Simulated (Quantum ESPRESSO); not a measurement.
**Ni under changes of volume**

One of the cells (10.492 Å³/atom); the others are scaled copies at fixed shape and fractional positions:

```
CELL_PARAMETERS angstrom
0.00000 1.73757 1.73757
1.73757 0.00000 1.73757
1.73757 1.73757 0.00000
ATOMIC_POSITIONS crystal
Ni 0.00000 0.00000 0.00000
```

- Program: Quantum ESPRESSO 7.5
- Functional: LDA
- Potentials or basis: PseudoDojo 0.4.1 SR LDA standard
- Cutoff: 1333 eV
- Density cutoff: 5333 eV
- k mesh: 13 × 13 × 13
- Occupations: fermi-dirac, width 0.05 eV
- Spin: collinear spin, ferromagnetic start
- Starting moments: [1.0] μB

| volume (Å³/atom) | energy over the lowest point (meV/atom) | pressure (GPa) |
| --- | --- | --- |
| 9.862 | ? | ? |
| 10.072 | 0.00 | -1.0 |
| 10.282 | 4.74 | -5.9 |
| 10.492 | 15.53 | -10.2 |
| 10.702 | 31.67 | -14.1 |
| 10.912 | 52.55 | -17.5 |
| 11.122 | 77.61 | -20.5 |

**Question.** What does the run at 9.862 Å³/atom give?

**Answer.** Energy over the lowest point 2.11 meV/atom; pressure 4.6 GPa.

Worked out: A Birch-Murnaghan fit of order 3 (a polynomial in V^(-2/3)) to the other rows has its minimum at 10.03 Å³/atom, just outside them, with B0 = V·E''(V) = 255 GPa and B' = 4.8. It gives 2.10 meV/atom at 9.862 Å³/atom, against the run's 2.11, and -dE/dV = 4.4 GPa, against 4.6.

Energies are extrapolated to zero smearing.
